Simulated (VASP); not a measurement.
Write the native input for VASP 6.6.1 that does the following.

| Item | Value |
| --- | --- |
| Task | relaxation of cell and atoms |
| Functional | PBE |
| Dispersion | D3(BJ) |
| Potentials or basis | VASP PAW PBE potentials, release 64 (Zn, S) |
| Cutoff | 600 eV |
| k mesh | 8 × 8 × 8 |
| Occupations | gaussian, width 0.02 eV |
| Spin | no spin polarisation |
| Ladder | gaps |
| Further INCAR settings | ALGO = Fast; EDIFF = 1e-06; IBRION = 2; EDIFFG = -0.01; NSW = 60; ISIF = 3 |

The structure of ZnS lies in POSCAR:

```
ZnS
1.0
    0.0000000000      2.7020000000      2.7020000000
    2.7020000000      0.0000000000      2.7020000000
    2.7020000000      2.7020000000      0.0000000000
Zn S
1 1
Direct
    0.7500000000      0.7500000000      0.7500000000
    0.0000000000      0.0000000000      0.0000000000
```

The input as run:

INCAR

```
ALGO = Fast
EDIFF = 1E-6
EDIFFG = -0.01
ENCUT = 600
GGA = PE
IBRION = 2
ISIF = 3
ISMEAR = 0
IVDW = 12
LASPH = T
LCHARG = F
LREAL = F
LWAVE = F
NELM = 60
NSW = 60
PREC = Accurate
SIGMA = 0.02
```

KPOINTS

```
k-points
0
Gamma
  8 8 8
```

Potentials or basis: VASP PAW PBE potentials, release 64 (Zn, S).

The run is started by

```sh
$ cat potpaw_PBE.64/Zn/POTCAR potpaw_PBE.64/S/POTCAR > POTCAR
$ mpirun -np 1 vasp_std > vasp.out
```

It gave:

The relaxed volume is 19.45 Å³/atom, the relaxed cell is a = 3.803 Å, b = 3.803 Å, c = 3.803 Å, α = 60.00°, β = 60.00°, γ = 60.00° and the space group after relaxing (to 0.05 Å) is F-43m (No. 216). The energy gained by relaxing is 0.8 meV/atom, the ionic steps are 2 and the pressure after relaxing is 0.1 GPa. The band gap on the k mesh is 2.18 eV, direct. The dispersion energy per atom is -0.313 eV.

Wall time 14 s on 1 thread of Intel(R) Xeon(R) 6975P-C (Granite Rapids), on a shared host, peak memory 0.2 GiB.
